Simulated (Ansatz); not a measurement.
# LiNbO3: the band gap up the ladder of functionals

The task here is to estimate one member of a computed series from the others.

Program: Ansatz 0.2.0. PAW datasets, plane waves. (Simulation; spin polarisation is off.)

**The system as given**

The cell was relaxed beforehand with r2SCAN.

Space group R-3c (No. 167), trigonal; a = 5.184 Å, c = 13.689 Å in the conventional setting, 10.62 Å³ an atom. Around Li lie 3 O at 1.96 Å; around Nb lie 6 O at 1.98 Å; around O lie 1 Li at 1.96 Å and 2 Nb at 1.98 Å.

Structure file:

```
Li Nb O
1.0
     2.59223    1.49663    4.56300
    -2.59223    1.49663    4.56300
     0.00000   -2.99325    4.56300
Li Nb O
2 2 6
Cartesian
  0.0000 0.0000 3.4223
  0.0000 0.0000 10.2668
  0.0000 0.0000 6.8445
  0.0000 0.0000 0.0000
  -0.6301 -1.4966 5.7038
  -0.9811 1.2940 5.7038
  0.6301 1.4966 7.9853
  -1.6112 -0.2026 7.9853
  0.9811 -1.2940 7.9853
  1.6112 0.2026 5.7038
```

The first run:

Input file input.yaml:

```yaml
crystal:
  lattice:
    - [2.592231268, 1.4966254204, 4.5630037653]
    - [-2.592231268, 1.4966254204, 4.5630037653]
    - [0.0, -2.9932508408, 4.5630037653]
  atoms:
    - { symbol: Li, position: [0.25, 0.25, 0.25] }
    - { symbol: Li, position: [0.75, 0.75, 0.75] }
    - { symbol: Nb, position: [0.5, 0.5, 0.5] }
    - { symbol: Nb, position: [0.0, 0.0, 0.0] }
    - { symbol: O, position: [0.1284580543, 0.3715419457, 0.75] }
    - { symbol: O, position: [0.3715419457, 0.75, 0.1284580543] }
    - { symbol: O, position: [0.8715419457, 0.6284580543, 0.25] }
    - { symbol: O, position: [0.25, 0.8715419457, 0.6284580543] }
    - { symbol: O, position: [0.6284580543, 0.25, 0.8715419457] }
    - { symbol: O, position: [0.75, 0.1284580543, 0.3715419457] }
kpoints:
  mp_grid: { grid: [6, 6, 6] }
  band_path:
    path:
      - [[0.0, 0.0, 0.0], [0.5, 0.5, 0.5], [0.7616144825819, 0.2383855174181, 0.5]]
      - [[0.5, -0.2383855174181, 0.2383855174181], [0.5, 7.422252264125e-17, 5.034213270194e-17], [0.0, 0.0, 0.0], [0.3691927587091, -0.3691927587091, -6.631588506809e-18]]
      - [[0.6308072412909, 1.080477634252e-16, 0.3691927587091], [0.5, 5.587348546391e-17, 0.5], [0.0, 0.0, 0.0]]
    npoints: 10
hamiltonian:
  xc: pbe
scf:
  occupations: { method: fermi_dirac, width: 0.02 }
  n_extra_bands: 6
output:
  forces: true
  stress: true
  eigenvalues: true
```

The run is started by

```console
ansatz run input.yaml --threads 4 --pin off --max-ram 6451MiB --backend cpu --events-out ev --progress --plain --runs-dir out
```

Steps of the session up to this table: PBE band path; r2SCAN; Single point with HSE06; Single point with PBE+SOC; PBE0 at the same geometry.

One table of the session follows, with a row left open; its other results are not shown here.

| level | gap (eV) |
| --- | --- |
| PBE | 2.58 |
| r2SCAN | 2.97 |
| HSE06 | 3.94 |
| PBE+SOC | 2.58 |
| PBE0 | ? |

**Question.** Estimate the row for PBE0.

As computed: gap (eV): 4.68. In the column «gap (eV)» it is the highest.

Meshes: PBE 6×6×6, r2SCAN 6×6×6, HSE06 4×4×4, PBE+SOC 6×6×6, PBE0 4×4×4

Against HSE06, PBE is short by 1.36 eV, at 66 % of it, and r2SCAN 76 %. PBE0 lies 0.75 eV above HSE06, which differs from it by screening the long-range exchange.

To keep in mind: Warnings in the runs' records: stress scf threshold loose, stress exchange threshold loose.
